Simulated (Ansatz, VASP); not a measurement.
## LiH in two plane-wave programs

One calculation is typed for both programs; each brings its own data sets and cutoff. How far apart do they land? The cell is taken from a series of VASP runs on this material, whose earlier steps may have relaxed, scaled or displaced it; both programs get it as it stands.

Program: Ansatz 0.2.0. Level of theory: plane waves, with VASP 6.6.1 beside it; relaxation of cell and atoms at LDA and relaxation of cell and atoms at PBE. Results are calculated unless marked as measured.

### 1. The structure

Symmetry: Fm-3m, No. 225, cubic system. Conventional cell: a = 3.902 Å, b = 3.902 Å, c = 3.902 Å, α = 90.00°, β = 90.00°, γ = 90.00°. Li has 6 H at 1.95 Å nearest. Nearest to H lie 6 Li at 1.95 Å. Farther neighbours are not listed.

Structure file:

```cif
data_structure
_symmetry_space_group_name_H-M 'Fm-3m'
_symmetry_Int_Tables_number 225
_cell_length_a 3.9021
_cell_length_b 3.9021
_cell_length_c 3.9021
_cell_angle_alpha 90.000
_cell_angle_beta 90.000
_cell_angle_gamma 90.000
_cell_volume 59.42
loop_
_atom_site_label
_atom_site_type_symbol
_atom_site_symmetry_multiplicity
_atom_site_Wyckoff_symbol
_atom_site_fract_x
_atom_site_fract_y
_atom_site_fract_z
_atom_site_occupancy
Li1 Li 4 a 0.00000 0.00000 0.00000 1
H1 H 4 b 0.50000 0.00000 0.00000 1
```

### 2. VASP: relaxation of cell and atoms, LDA

The relaxed volume is the usual yardstick between codes: its relative difference is about their pressure difference at one cell divided by the bulk modulus.

Lines of VASP's logs that name or quote its potential files are left out, and so is its time.

The input, INCAR:

```
SYSTEM = LiH
PREC = Accurate
ENCUT = 650
EDIFF = 1E-06
NELM = 100
ISMEAR = 0
SIGMA = 0.03
LREAL = .FALSE.
ALGO = Normal
GGA = CA
NBANDS = 8
LORBIT = 11
LWAVE = .FALSE.
LCHARG = .FALSE.
KPAR = 4
IBRION = 2
NSW = 50
ISIF = 3
EDIFFG = -0.006
```

The input, POSCAR:

```
LiH
1.0
    0.0000000000      1.9510533389      1.9510533389
    1.9510533389      0.0000000000      1.9510533389
    1.9510533389      1.9510533389      0.0000000000
Li H
1 1
Direct
    0.0000000000      0.0000000000      0.0000000000
    0.5000000000      0.5000000000      0.5000000000
```

The input, KPOINTS:

```
Automatic mesh
0
Gamma
10 10 10
0 0 0
```

Potentials, in the order of the species: Li_sv and H (LDA family, release 64).

Started as:

```sh
> mpirun -np 4 vasp_std
```

Numbers of over 12 decimals in the logs are rounded to 6 here.

Output:

```text
[banner, memory and clock lines left out]
running    4 mpi-ranks, on    1 nodes
 distrk:  each k-point on    1 cores,    4 groups
 distr:  one band on    1 cores,    1 groups

 POSCAR found type information on POSCAR LiH
 POSCAR found :  2 types and       2 ions
 LDA part: xc-table for (Slater(with rela. corr.)+CA(PZ))
 , standard interpolation
 POSCAR, INCAR and KPOINTS ok, starting setup
 FFT: planning ... GRIDC
 FFT: planning ... GRID_SOFT
 FFT: planning ... GRID
 WAVECAR not read
 entering main loop
       N       E                     dE             d eps       ncg     rms          rms(c)
DAV:   1    -0.212202851353E+01   -0.21220E+01   -0.17756E+03   752   0.531E+02
DAV:   2    -0.670073541615E+01   -0.45787E+01   -0.44415E+01  1104   0.524E+01
DAV:   3    -0.675523267008E+01   -0.54497E-01   -0.54497E-01   888   0.577E+00
DAV:   4    -0.675597343326E+01   -0.74076E-03   -0.74076E-03  1168   0.438E-01
DAV:   5    -0.675597849571E+01   -0.50624E-05   -0.50624E-05   912   0.232E-02    0.286E+00
DAV:   6    -0.656179507348E+01    0.19418E+00   -0.17315E-01   888   0.136E+00    0.141E+00
DAV:   7    -0.649556984470E+01    0.66225E-01   -0.21108E-01  1024   0.163E+00    0.208E-01
DAV:   8    -0.649628483363E+01   -0.71499E-03   -0.29958E-03   840   0.415E-01    0.469E-02
DAV:   9    -0.649621848661E+01    0.66347E-04   -0.23542E-04  1080   0.679E-02    0.402E-03
DAV:  10    -0.649621838968E+01    0.96929E-07   -0.41358E-06   912   0.174E-02
   1 F= -.64962184E+01 E0= -.64962184E+01  d E =-.649622E+01
 curvature:   0.00 expect dE= 0.000E+00 dE for cont linesearch  0.000E+00
 trial: gam= 0.00000 g(F)=  0.000E+00 g(S)=  0.108E-05 ort = 0.000E+00 (trialstep = 0.100E+01)
 search vector abs. value=  0.108E-05
 reached required accuracy - stopping structural energy minimisation
```

OUTCAR, selected parts (step 2):

```text
ion  position               nearest neighbor table
   1  0.000  0.000  0.000-
   2  0.500  0.500  0.500-

  LATTYP: Found a face centered cubic cell.
 ALAT       =     3.9021066778

 Subroutine GETGRP returns: Found 48 space group operations
 (whereof 48 operations were pure point group operations)

The static configuration has the point symmetry O_h .

 Found     47 irreducible k-points:

   k-points           NKPTS =     47   k-points in BZ     NKDIM =     47   number of bands    NBANDS=      8

   dimension x,y,z NGX =    24 NGY =   24 NGZ =   24
   dimension x,y,z NGXF=    48 NGYF=   48 NGZF=   48

   ENCUT  =  650.0 eV  47.77 Ry    6.91 a.u.   5.74  5.74  5.74*2*pi/ulx,y,z

   NELECT =       4.0000    total number of electrons

 k-points in reciprocal lattice and weights: Automatic mesh
   0.00000000  0.00000000  0.00000000       0.001
   0.10000000  0.00000000  0.00000000       0.008
   0.20000000  0.00000000  0.00000000       0.008
   0.30000000  0.00000000  0.00000000       0.008
   0.40000000  0.00000000  0.00000000       0.008
   0.50000000  0.00000000  0.00000000       0.004
   0.10000000  0.10000000  0.00000000       0.006
   0.20000000  0.10000000  0.00000000       0.024
   0.30000000  0.10000000  0.00000000       0.024
[...]
-0.30000000  0.40000000  0.20000000       0.024
  -0.30000000  0.50000000  0.20000000       0.012

 average (electrostatic) potential at core
       1 -65.5502       2 -33.3125

 E-fermi :   0.8818

 k-point     1 :       0.0000    0.0000    0.0000
  band No.  band energies     occupation
      1     -42.8014      2.00000
      2      -5.2526      2.00000
      3      17.8053      0.00000
      4      18.8356      0.00000
      5      18.8356      0.00000
      6      18.8356      0.00000
      7      23.8305      0.00000
    ...

 k-point     2 :       0.1000    0.0000    0.0000
  band No.  band energies     occupation
      1     -42.7948      2.00000
      2      -5.0751      2.00000
      3      15.8500      0.00000
      4      18.1636      0.00000
      5      18.4248      0.00000
      6      18.4248      0.00000
      7      23.2654      0.00000
    ...

 k-point     3 :       0.2000    0.0000    0.0000
  band No.  band energies     occupation
      1     -42.7772      2.00000
      2      -4.5532      2.00000
      3      12.2448      0.00000
      4      16.9478      0.00000
      5      17.7583      0.00000
      6      17.7583      0.00000
      7      24.1716      0.00000
    ...

  Total       -0.0038657     -0.0038657     -0.0038657     -0.0000000     -0.0000000      0.0000000
  in kB       -0.4169661     -0.4169661     -0.4169661     -0.0000000     -0.0000000      0.0000000
  external PRESSURE =      -0.4169661 kB  Pullay stress =       0.0000000 kB

  energy-cutoff  :      650.00
  volume of cell :       14.85
      direct lattice vectors                 reciprocal lattice vectors
     0.000000000  1.951053339  1.951053339    -0.256271825  0.256271825  0.256271825
     1.951053339  0.000000000  1.951053339     0.256271825 -0.256271825  0.256271825
     1.951053339  1.951053339  0.000000000     0.256271825  0.256271825 -0.256271825

 POSITION                                       TOTAL-FORCE (eV/Angst)
 -----------------------------------------------------------------------------------
      0.00000      0.00000      0.00000         0.000000      0.000000      0.000000
      1.95105      1.95105      1.95105         0.000000      0.000000      0.000000
 -----------------------------------------------------------------------------------
    total drift:                                0.000000     -0.000000     -0.000000

  FREE ENERGIE OF THE ION-ELECTRON SYSTEM (eV)
  ---------------------------------------------------
  free  energy   TOTEN  =        -6.4962183897 eV

  energy  without entropy=       -6.4962183897  energy(sigma->0) =       -6.49621839

 reached required accuracy - stopping structural energy minimisation

 total charge
# of ion       s       p       d       tot
------------------------------------------
    1        2.025   0.089   0.000   2.114
    2        0.533   0.002   0.000   0.535
--------------------------------------------------
tot          2.558   0.092   0.000   2.650

[... 3 further parts left out ...]
```

CONTCAR:

```
LiH
   1.00000000000000
     0.0000000000000000    1.9510533389000000    1.9510533389000000
     1.9510533389000000    0.0000000000000000    1.9510533389000000
     1.9510533389000000    1.9510533389000000    0.0000000000000000
  Li              H
     1     1
Direct
     0.0000000000000000    0.0000000000000000    0.0000000000000000
     0.5000000000000000    0.5000000000000000    0.5000000000000000
```

The gap is read on the k-mesh alone, so it is an upper bound where the band edges lie off the mesh.

### 3. Ansatz: relaxation of cell and atoms, LDA

Ansatz runs on its default PAW (the set named soft_2) files.

The same cell, functional (in two slightly different forms), mesh and smearing now go to Ansatz, which takes its cutoff from its data sets.

The input, input.yaml:

```yaml
crystal:
  lattice:
    - [0.0, 1.9510533389, 1.9510533389]
    - [1.9510533389, 0.0, 1.9510533389]
    - [1.9510533389, 1.9510533389, 0.0]
  atoms:
    - { symbol: Li, position: [0.0, 0.0, 0.0] }
    - { symbol: H, position: [0.5, 0.5, 0.5] }
hamiltonian:
  xc: lda
  pseudopotentials: { kind: paw }
kpoints:
  mp_grid: { grid: [10, 10, 10] }
scf:
  occupations: { method: gaussian, width: 0.03 }
relax:
  f_tol: 0.01
  max_steps: 60
  cell: { stress_tol: 0.05 }
output:
  forces: true
  stress: true
  write_density: true
  write_potential: true
  elf: true
  volumetric_format: npy
```

Started as:

```sh
> ansatz run input.yaml --threads 4 --pin off --max-ram 9216MiB --backend cpu --events-out ev --progress --plain --runs-dir out
```

Output:

```text
Engine: ansatz 0.2.0, aarch64-unknown-linux-gnu
Pseudopotentials: kind: paw
Pseudopotential: Li, paw, valence charge 3, recommended cutoff 420 eV (normal), Li.paw.azcp
Pseudopotential: H, paw, valence charge 1, recommended cutoff 420 eV (normal), H.paw.azcp
Functional definition: SPW92
  exchange = slater_x
  correlation = pw_c
Crystal: 2 atoms, lattice volume = 14.854 Å³
Basis set: ecut = 420 eV, 283 PW (Γ)
Bands: 6, of which v1, the nominal top of the filled ones, is band 2 counted from 1 (1 counted from 0)
Symmetry: 48 space group operations
Space group: Fm-3m (ITA 225), of the structure as read, at distance tolerance 2.5e-5 Å
k-points: 47 of 1000
Non-local potential: Li, projectors of the file, l = 0: 3, l = 1: 2, l = 2: 1
Non-local potential: H, projectors of the file, l = 0: 2, l = 1: 1
PAW form: soft (Blöchl's): semilocal exchange-correlation on the pseudo side does not see the compensation charge
PAW one-centre angular grid: Li, 110 points (default); XC on 64 Gauss nodes
PAW one-centre angular grid: H, 110 points (default); XC on 64 Gauss nodes
Initial density: superposition of atomic densities (neutral atoms: chi_scale 0, normalization atom), corrected by the library's trained network
Initial wavefunctions: pseudopotential atomic-orbital guess
Functional: x = slater, c = lda
SCF iter   1: F=—  HF=-218.224357 eV  |F-HF|=—  |Δ(HF+E_count)|=         —  Δρ=1.27e-2  dr2=1.47e-2  ethr=1.77e-3  ⟨swp⟩=4.3  Hψ=2250  notcnv=0
preconditioner: auto → none  [insulator: Δε(μ)=2.403 eV  Ē_g=14.544 eV  σ=0.030 eV  W_gap=1.00  n_scr=0 (ndim 8)  ℏωp=13.6 eV  f_vac=0.000  D(μ)=0.00/eV (n_scr^D=0)  ε∞_Penn≈1.9]
SCF iter   2: F=—  HF=-218.215746 eV  |F-HF|=—  |Δ(HF+E_count)|=   8.61e-3  Δρ=4.54e-3  dr2=1.73e-3  ethr=3.68e-4  ⟨swp⟩=1.9  Hψ=735  notcnv=0
SCF iter   3: F=—  HF=-218.214394 eV  |F-HF|=—  |Δ(HF+E_count)|=   1.35e-3  Δρ=1.67e-4  dr2=2.48e-6  ethr=4.33e-5  ⟨swp⟩=2.3  Hψ=515  notcnv=0
SCF iter   4: F=—  HF=-218.214395 eV  |F-HF|=—  |Δ(HF+E_count)|=   7.02e-7  Δρ=2.20e-5  dr2=4.39e-8  ethr=6.20e-8  ⟨swp⟩=2.1  Hψ=376  notcnv=0
iter 5 did not close the SCF: its close was put off for the readings that it lacked (scf_convergence_deferred on its scf_iter line)
SCF iter   5: F=-218.214395 eV  HF=-218.214395 eV  |F-HF|=2.29e-10  |Δ(HF+E_count)|=   1.56e-8  Δρ=3.52e-6  dr2=1.40e-9  ethr=1.10e-9  ⟨swp⟩=1.2  Hψ=290  notcnv=0
SCF iter   6: F=-218.214395 eV  HF=-218.214395 eV  |F-HF|=2.56e-13  |Δ(HF+E_count)|=  5.68e-11  Δρ=7.95e-8  dr2=4.96e-13  ethr=3.49e-11  ⟨swp⟩=3.3  Hψ=936  notcnv=0
SCF 1 converged in 6 iterations: F = -218.214395 eV  dr2 = 4.96e-13
  greatest PAW one-centre occupation: 1.000 electrons in one spin orbital (limit 2), on the Li atom at site 0 (counted from 0), in its partial waves of l = 0
relax step   1: F+E_penalty+E_count = -218.21439482 eV  Δ(F+E_penalty+E_count) = +0.000e0 eV  max|allowed force component| = 6.327e-31 eV/Å  Δτ_max = 0.0000 Å  P = +0.216 GPa  Ω = 14.854 Å³  (6 SCF iters, accepted)
[...]
relax step   2: F+E_penalty+E_count = -218.21440316 eV  Δ(F+E_penalty+E_count) = -8.342e-6 eV  max|allowed force component| = 2.106e-31 eV/Å  Δτ_max = 0.0000 Å  P = +0.077 GPa  Ω = 14.903 Å³  energy of the carried Pulay correction = -3.707e-5 eV  (3 SCF iters, dr2 threshold 1.17e-7 eV, accepted)
[...]
relax step   3: F+E_penalty+E_count = -218.21438921 eV  Δ(F+E_penalty+E_count) = +1.395e-5 eV  max|allowed force component| = 1.101e-30 eV/Å  Δτ_max = 0.0000 Å  P = +0.000 GPa  Ω = 14.931 Å³  energy of the carried Pulay correction = -5.776e-5 eV  (3 SCF iters, dr2 threshold 1.49e-8 eV, accepted)
[...]
relax step   4: F+E_penalty+E_count = -218.21444966 eV  Δ(F+E_penalty+E_count) = -6.045e-5 eV  max|allowed force component| = 1.800e-30 eV/Å  Δτ_max = 0.0000 Å  P = +0.003 GPa  Ω = 14.931 Å³  stress off target by 3.25e-3 GPa  SCF on the basis re-selected at this cell (its energy is not comparable with the rows above)  (3 SCF iters)
basis re-selected at this cell: Δ(F+E_penalty+E_count) = -6.045e-5 eV, ΔP = +0.003 GPa vs the last step (what re-selecting the basis moved, of the pressure what is left beyond the Pulay correction that the steps carried, after the strain that the cell walked since its last selection, with what the two solves' SCF thresholds leave and, on support functions, any second-order correction that the steps lacked; it is no m [...]
SCF converged after 3 iterations
Free energy (F): -218.214450 eV
Harris-Foulkes:  -218.214450 eV  (|F-HF|=5.66e-12)
Internal energy: -218.214450 eV  (E = F + TS)
E sigma→0 (E₀):  -218.214450 eV
Fermi energy:    2.412967 eV
--- Per-component energies (eV) ---
  E_band       = -87.320401
  E_kinetic    = 36.069396
  E_local      = -120.825941  (includes V_loc(G=0)·N_el)
  E_nonlocal   = -31.567653
  E_hartree    = 33.582862
  E_xc         = -19.984282
  E_vxc        = -26.070698  (∫ρ·V_xc dr)
  E_paw        = -18.995204  (= ΣΔE_a)
  E_vpaw       = -12.090130  (= ΣTr[D̂ρ^β])
  E_aug_tail   = -0.001099  (compensation charges beyond the density's cutoff)
  E_ewald      = -96.492528
  E_smearing   = -0.000000  (= −TS)
  E_closure    = -0.000000  (closes the sum)
  Σ components = -218.214450   (vs F -218.214450, Δ=0.00e0)
--- Forces (eV/Å), atoms counted from 1 ---
  atom   1  Li    -0.00000000     0.00000000     0.00000000
  atom   2  H      0.00000000    -0.00000000    -0.00000000
  max |Σ_I F_I| component: 3.24e-30 eV/Å
--- Stress (GPa, compression-positive) ---
        0.003253       0.000000       0.000000
        0.000000       0.003253       0.000000
        0.000000       0.000000       0.003253
  P = ⅓ Tr σ = 0.0033 GPa (0.033 kbar)
--- Band table (eV; the first three rows and the last of 47) ---
  k-point 0: bands = ["-42.2420", "-4.7006", "18.2824", "19.3078", "19.3078", "19.3078"]
  k-point 1: bands = ["-42.2354", "-4.5229", "16.3353", "18.6380", "18.8997", "18.8997"]
  k-point 2: bands = ["-42.2180", "-4.0012", "12.7429", "17.4250", "18.2370", "18.2370"]
  k-point 46: bands = ["-42.1511", "0.8691", "5.2241", "7.1314", "13.1234", "19.2137"]
--- Relaxed structure (3 steps of the walk, 3 accepted, 1 SCFs on fresh bases) ---
  F+E_penalty+E_count = -218.21444966 eV   max|allowed force component| = 1.800e-30 eV/Å   (the final SCF, on the basis selected at the relaxed cell)
  cell:  # Å, volume = 14.9312 Å³
    - [0, 1.954438, 1.954438]
    - [1.954438, 0, 1.954438]
    - [1.954438, 1.954438, 0]
  atoms:
    - { symbol: Li, position: [0, 0, 0] }
    - { symbol: H, position: [0.500000, 0.500000, 0.500000] }
```

Elapsed: 0.67 s, on 4 threads of Arm Neoverse V1, shared host; peak memory 0.26 GiB; 1.8 s of CPU time.

(Part 1 of 2 ends here.)

[Lines on the potential files, build, host, timing and source positions are cut from VASP's logs without a mark.]

[Logs are printed without paths, hosts, clocks, repeated set-up lines and the standing remarks that a program may print on its own settings, such as how far it seeks lower states.]

[Hosts, paths, dates, database ids (printed as entryN), source tags and the programs' standing remarks are cut or masked in the printed files.]
